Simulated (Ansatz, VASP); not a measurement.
One calculation of BaS, two programs

File INCAR:

```
PREC     = Accurate       # precision mode
ENCUT    = 520            # plane-wave cutoff, eV
EDIFF    = 1E-8           # SCF threshold, eV
ISMEAR   = -1             # smearing method
SIGMA    = 0.08           # smearing width, eV
LREAL    = False          # projectors in reciprocal space
LASPH    = True           # aspherical terms in the spheres
NELM     = 100            # most SCF steps
ALGO     = Normal         # electronic algorithm
ISIF     = 2              # what is computed and relaxed
LWAVE    = False          # write WAVECAR
LCHARG   = False          # write CHGCAR
GGA      = PE             # functional
LEFG     = True         
NBANDS   = 15             # bands
```

Contents of KPOINTS:

```
regular mesh
0
Gamma
  9 9 9
```

File POSCAR:

```
BaS
1.0
    0.0000000000      3.4449689892      3.4449689892
    3.4449689892      0.0000000000      3.4449689892
    3.4449689892      3.4449689892      0.0000000000
Ba S
1 1
Direct
    0.0000000000      0.0000000000      0.0000000000
    0.2500000000      0.2500000000      0.2500000000
```

Input for Ansatz:

```yaml
crystal:
  lattice:
    - [0.0, 3.4449689892, 3.4449689892]
    - [3.4449689892, 0.0, 3.4449689892]
    - [3.4449689892, 3.4449689892, 0.0]
  atoms:
    - { symbol: Ba, position: [0.0, 0.0, 0.0] }
    - { symbol: S, position: [0.25, 0.25, 0.25] }
kpoints:
  mp_grid: { grid: [9, 9, 9] }
scf:
  occupations: { method: fermi_dirac, width: 0.08 }
hamiltonian:
  xc: pbe
  pseudopotentials: { kind: paw }
output:
  forces: true
  stress: true
  eigenvalues: true
  efg: { contact_densities: true }
```

Change from the starting cell: volume scaled by 0.9405, PAW files.

Alike in both runs: task electric field gradients; functional PBE; k mesh 9 × 9 × 9; occupations fermi-dirac, width 0.08 eV; no spin polarisation.

```csv
,VASP,Ansatz
version,VASP 6.6.1,Ansatz 0.2.0
potentials or method,"VASP PAW PBE potentials, release 64 (Ba_sv, S)","PAW with Ansatz's default frozen-core files, scalar-relativistic"
plane-wave cutoff (eV),520,420
valence electrons in the cell,16,16
```

|  | VASP | Ansatz | Ansatz less VASP |
| --- | --- | --- | --- |
| pressure (GPa) | 2.5 | 2.0 | -0.54 |
| Vzz of the field gradient on the site that differs most (V/Å²) | 0.0 | 0.0 | 0.00 |

Ansatz warned: «gradients_without_spin_orbit».

Caveats: spin-orbit coupling is left out, which moves the levels of the heavy elements; an odd mesh through Γ misses points on the zone boundary, where band edges often lie.
